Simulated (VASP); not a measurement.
# Ta (Fm-3m) in VASP: a series of runs, part 2 of 2

VASP 6.6.1. The steps go on from the part before.

### Step 3. Single point, r2SCAN

This run uses another cell than the first one, of 18.96 Å³/atom, 1.018 times its volume.

POSCAR

```
Ta
1.0
    0.0000000000      2.1163036255      2.1163036255
    2.1163036255      0.0000000000      2.1163036255
    2.1163036255      2.1163036255      0.0000000000
Ta
1
Direct
    0.0000000000      0.0000000000      0.0000000000
```

INCAR.step1

```
PREC = Accurate
ENCUT = 520
ISMEAR = 0
SIGMA = 0.05
LREAL = F
LASPH = T
NELM = 100
NBANDS = 12
GGA = PE
ALGO = Normal
EDIFF = 1E-4
LWAVE = T
LCHARG = F
```

INCAR.step2

```
PREC = Accurate
ENCUT = 520
EDIFF = 1E-6
ISMEAR = 0
SIGMA = 0.05
LREAL = F
LASPH = T
NELM = 100
ALGO = Normal
ISIF = 2
LWAVE = F
LCHARG = F
METAGGA = R2SCAN
LMIXTAU = T
NBANDS = 12
ISTART = 1
```

KPOINTS

```
Automatic mesh
0
Gamma
  18 18 18
```

Potentials or basis: VASP PAW PBE potentials, release 64 (Ta_pv).

Launch:

```console
> cat potpaw_PBE.64/Ta_pv/POTCAR > POTCAR
> cp INCAR.step1 INCAR
> mpirun -np 1 vasp_std > vasp.out
> cp INCAR.step2 INCAR
> mpirun -np 1 vasp_std > vasp.out
```

OUTCAR:

```text
PREC = Accurate
   ENCUT = 520
   EDIFF = 1E-6
   ISMEAR = 0
   LREAL = F
   LASPH = T
   NELM = 100
   ISIF = 2
   METAGGA = R2SCAN
   ISTART = 1

 ion  position               nearest neighbor table
   1  0.000  0.000  0.000-

  LATTYP: Found a face centered cubic cell.
 ALAT       =     4.2326072510

  Lattice vectors:

 A1 = (   0.0000000000,   2.1163036255,   2.1163036255)
 A2 = (   2.1163036255,   0.0000000000,   2.1163036255)
 A3 = (   2.1163036255,   2.1163036255,   0.0000000000)

Analysis of symmetry for initial positions (statically):
=====================================================================
 Subroutine PRICEL returns:
 Original cell was already a primitive cell.

 Routine SETGRP: Setting up the symmetry group for a
 face centered cubic supercell.

 Subroutine GETGRP returns: Found 48 space group operations
 (whereof 48 operations were pure point group operations)
 out of a pool of 48 trial point group operations.

The static configuration has the point symmetry O_h .

Analysis of symmetry for dynamics (positions and initial velocities):
=====================================================================
 Subroutine PRICEL returns:
 Original cell was already a primitive cell.

 Routine SETGRP: Setting up the symmetry group for a
 face centered cubic supercell.

 Subroutine GETGRP returns: Found 48 space group operations
 (whereof 48 operations were pure point group operations)
 out of a pool of 48 trial point group operations.

The dynamic configuration has the point symmetry O_h .

 Subroutine INISYM returns: Found 48 space group operations
 (whereof 48 operations are pure point group operations),
 and found     1 'primitive' translations

----------------------------------------------------------------------------------------

                                     Primitive cell

[... 109 lines left out ...]
  volume/ion in A,a.u.               =      18.96       127.93
  Fermi-wavevector in a.u.,A,eV,Ry     =   1.365477  2.580378 25.368439  1.864528
  Thomas-Fermi vector in A             =   2.491702
   LORBIT       =      0    0 simple, 1 ext, 2 COOP (PROOUT), +10 PAW based schemes
   METAGGA = R2SCAN    functional components
   LHFCALC =     F    Hartree Fock is set to
   AEXX    =    0.0000 exact exchange contribution
   IVDW    =     0    specifies the selected vdW correction
   LEPSILON=     F    determine dielectric tensor
   LRPA    =     F    only Hartree local field effects (RPA)
 non-spin polarized calculation
 Gauss-broadening in eV      SIGMA  =   0.05
  energy-cutoff  :      520.00
  volume of cell :       18.96
 maximum number of plane-waves:       532
 NGX is ok and might be reduce to    24
   NGX = 11   NGY = 11   NGZ = 11

 number of electron      11.0000001 magnetization

 Free energy of the ion-electron system (eV)
  ---------------------------------------------------
  ext. energy  EPLUGINS =         0.00000000
  ---------------------------------------------------
  free energy    TOTEN  =       -48.33765949 eV

  energy without entropy =      -48.33642753  energy(sigma->0) =      -48.33704351

 E-fermi :   5.3253     XC(G=0): -13.4720

 val. band max:        5.3103071054   @ k =   0.3889   0.2222   0.1111
 cond. band min:       5.3268640407   @ k =  -0.4444   0.3333   0.0556
 fundamental gap:      0.0165569353
 Fermi energy:         5.3252739828

 k-point     1 :       0.0000    0.0000    0.0000
  band No.  band energies     occupation
      1     -29.5393      2.00000
      2     -29.5393      2.00000
      3     -29.5393      2.00000
      4      -3.2065      2.00000
      5       5.8322      0.00000
      6       5.8322      0.00000
      7       5.8322      0.00000
      8       9.0458      0.00000
      9       9.0458      0.00000
     10      16.7028      0.00000
     11      18.3109      0.00000
     12      23.5470      0.00000
[... 331 lines left out ...]
 k-point    24 :      -0.2222    0.0556    0.0000
  band No.  band energies     occupation
      1     -30.0480      2.00000
      2     -29.6389      2.00000
      3     -29.5934      2.00000
      4      -1.0576      2.00000
      5       4.5282      2.00000
      6       6.2315      0.00000
      7       6.4064      0.00000
      8       8.4919      0.00000
      9       9.4880      0.00000
     10      16.7010      0.00000
     11      18.7760      0.00000
     12      22.1161      0.00000

 [... further k-points ...]
[... 5 lines left out ...]
  --------------------------------------------------------------------------------------
  -------------------------------------------------------------------------------------
  Total       -0.3497426     -0.3497426     -0.3497426      0.0000000     -0.0000000      0.0000000
  in kB      -29.5593705    -29.5593705    -29.5593705      0.0000000     -0.0000000      0.0000000
  external PRESSURE =     -29.5593705 kB  Pullay stress =       0.0000000 kB

 VOLUME and BASIS-vectors are now :
 -----------------------------------------------------------------------------
  energy-cutoff  :      520.00
  volume of cell :       18.96
      direct lattice vectors                 reciprocal lattice vectors
     0.000000000  2.116303626  2.116303626    -0.236260995  0.236260995  0.236260995
     2.116303626  0.000000000  2.116303626     0.236260995 -0.236260995  0.236260995
     2.116303626  2.116303626  0.000000000     0.236260995  0.236260995 -0.236260995

 POSITION                                       TOTAL-FORCE (eV/Angst)
 -----------------------------------------------------------------------------------
      0.00000      0.00000      0.00000         0.000000     -0.000000      0.000000
 -----------------------------------------------------------------------------------
    total drift:                               -0.000000      0.000000      0.000000

  FREE ENERGIE OF THE ION-ELECTRON SYSTEM (eV)
  ---------------------------------------------------
  free  energy   TOTEN  =       -48.3376594871 eV

  energy  without entropy=      -48.3364275259  energy(sigma->0) =      -48.33704351
```

OUTCAR.step1:

```text
PREC = Accurate
   ENCUT = 520
   ISMEAR = 0
   LREAL = F
   LASPH = T
[... 577 lines left out ...]

 POSITION                                       TOTAL-FORCE (eV/Angst)
 -----------------------------------------------------------------------------------
      0.00000      0.00000      0.00000         0.000000      0.000000      0.000000
 -----------------------------------------------------------------------------------
    total drift:                                0.000000      0.000000     -0.000000

  FREE ENERGIE OF THE ION-ELECTRON SYSTEM (eV)
  ---------------------------------------------------
  free  energy   TOTEN  =       -11.5726522083 eV

  energy  without entropy=      -11.5708756406  energy(sigma->0) =      -11.57176392
```

Wall time 2.3 min (1 thread of AMD EPYC 7R43 (Zen 3), shared host); peak memory 0.14 GiB.

Results:

```
Free energy            : -48.3377 eV
Pressure               : -3.0 GPa
Band gap on the k mesh : none (metal or under the smearing width)
```

Caveat: the PAW data sets were made with another functional, which shifts forces and pressure a little.

### Step 4. Single point, r2SCAN

POSCAR

```
Ta
1.0
    0.0000000000      2.1039180115      2.1039180115
    2.1039180115      0.0000000000      2.1039180115
    2.1039180115      2.1039180115      0.0000000000
Ta
1
Direct
    0.0000000000      0.0000000000      0.0000000000
```

INCAR.step1

```
SYSTEM = Ta
PREC     = Accurate       ! precision mode
ENCUT    = 520            ! plane-wave cutoff, eV
ISMEAR   = 0              ! smearing method
SIGMA    = 0.05           ! smearing width, eV
LREAL    = .False.        ! projectors in reciprocal space
LASPH    = .True.         ! aspherical terms in the spheres
NELM     = 100            ! most SCF steps
NBANDS   = 12             ! bands
GGA      = PE             ! functional
ALGO     = Normal         ! electronic algorithm
EDIFF    = 1E-4           ! SCF threshold, eV
LWAVE    = .True.         ! write WAVECAR
LCHARG   = .False.        ! write CHGCAR
```

INCAR.step2

```
SYSTEM = Ta
PREC     = Accurate       ! precision mode
ENCUT    = 520            ! plane-wave cutoff, eV
EDIFF    = 1E-7           ! SCF threshold, eV
ISMEAR   = 0              ! smearing method
SIGMA    = 0.05           ! smearing width, eV
LREAL    = .False.        ! projectors in reciprocal space
LASPH    = .True.         ! aspherical terms in the spheres
NELM     = 100            ! most SCF steps
ALGO     = Normal         ! electronic algorithm
ISIF     = 2              ! what is computed and relaxed
LWAVE    = .False.        ! write WAVECAR
LCHARG   = .False.        ! write CHGCAR
METAGGA  = R2SCAN         ! meta-GGA
LMIXTAU  = .True.       
NBANDS   = 12             ! bands
ISTART   = 1
```

KPOINTS

```
regular mesh
0
Gamma
  18 18 18
  0 0 0
```

Potentials or basis: VASP PAW PBE potentials, release 64 (Ta_pv).

Launch:

```console
> cat potpaw_PBE.64/Ta_pv/POTCAR > POTCAR
> cp INCAR.step1 INCAR
> mpirun -np 1 vasp_std > vasp.out
> cp INCAR.step2 INCAR
> mpirun -np 1 vasp_std > vasp.out
```

OUTCAR:

```text
SYSTEM = Ta
   PREC = Accurate
   ENCUT = 520
   EDIFF = 1E-7
   ISMEAR = 0
   LREAL = .False.
   LASPH = .True.
   NELM = 100
   ISIF = 2
   METAGGA = R2SCAN
   ISTART = 1

 ion  position               nearest neighbor table
   1  0.000  0.000  0.000-

  LATTYP: Found a face centered cubic cell.
 ALAT       =     4.2078360230

  Lattice vectors:

 A1 = (   0.0000000000,   2.1039180115,   2.1039180115)
 A2 = (   2.1039180115,   0.0000000000,   2.1039180115)
 A3 = (   2.1039180115,   2.1039180115,   0.0000000000)

Analysis of symmetry for initial positions (statically):
=====================================================================
 Subroutine PRICEL returns:
 Original cell was already a primitive cell.

 Routine SETGRP: Setting up the symmetry group for a
 face centered cubic supercell.

 Subroutine GETGRP returns: Found 48 space group operations
 (whereof 48 operations were pure point group operations)
 out of a pool of 48 trial point group operations.

The static configuration has the point symmetry O_h .

Analysis of symmetry for dynamics (positions and initial velocities):
=====================================================================
[... 162 lines left out ...]
 fundamental gap:      0.0296870512
 Fermi energy:         5.4721965253

 k-point     1 :       0.0000    0.0000    0.0000
  band No.  band energies     occupation
      1     -29.3266      2.00000
      2     -29.3266      2.00000
      3     -29.3266      2.00000
      4      -3.1376      2.00000
      5       5.9715      0.00000
      6       5.9715      0.00000
      7       5.9715      0.00000
      8       9.2579      0.00000
      9       9.2579      0.00000
     10      16.9227      0.00000
     11      18.5054      0.00000
     12      23.8308      0.00000
[... 331 lines left out ...]
 k-point    24 :      -0.2222    0.0556    0.0000
  band No.  band energies     occupation
      1     -29.8673      2.00000
      2     -29.4321      2.00000
      3     -29.3837      2.00000
      4      -0.9537      2.00000
      5       4.6483      2.00000
      6       6.3777      0.00000
      7       6.5554      0.00000
      8       8.6861      0.00000
      9       9.7092      0.00000
     10      16.9211      0.00000
     11      19.0190      0.00000
     12      22.4613      0.00000

 [... further k-points ...]
[... 5 lines left out ...]
  --------------------------------------------------------------------------------------
  -------------------------------------------------------------------------------------
  Total        0.0595168      0.0595168      0.0595168     -0.0000000      0.0000000     -0.0000000
  in kB        5.1195748      5.1195748      5.1195748     -0.0000000      0.0000000     -0.0000000
  external PRESSURE =       5.1195748 kB  Pullay stress =       0.0000000 kB

 VOLUME and BASIS-vectors are now :
 -----------------------------------------------------------------------------
  energy-cutoff  :      520.00
  volume of cell :       18.63
      direct lattice vectors                 reciprocal lattice vectors
     0.000000000  2.103918011  2.103918011    -0.237651846  0.237651846  0.237651846
     2.103918011  0.000000000  2.103918011     0.237651846 -0.237651846  0.237651846
     2.103918011  2.103918011  0.000000000     0.237651846  0.237651846 -0.237651846

 POSITION                                       TOTAL-FORCE (eV/Angst)
 -----------------------------------------------------------------------------------
      0.00000      0.00000      0.00000         0.000000      0.000000     -0.000000
 -----------------------------------------------------------------------------------
    total drift:                               -0.000000     -0.000000     -0.000000

  FREE ENERGIE OF THE ION-ELECTRON SYSTEM (eV)
  ---------------------------------------------------
  free  energy   TOTEN  =       -48.3401874860 eV

  energy  without entropy=      -48.3390044177  energy(sigma->0) =      -48.33959595
```

Wall time 2.8 min (1 thread of AMD EPYC 7R43 (Zen 3), shared host); peak memory 0.14 GiB.

Results:

```yaml
Free_energy: -48.3402 eV
Pressure: 0.5 GPa
Band_gap_on_the_k_mesh: none (metal or under the smearing width)
```

Caveat: the PAW data sets were made with another functional, which shifts forces and pressure a little. Spin-orbit coupling is left out, which matters for the levels of Ta.
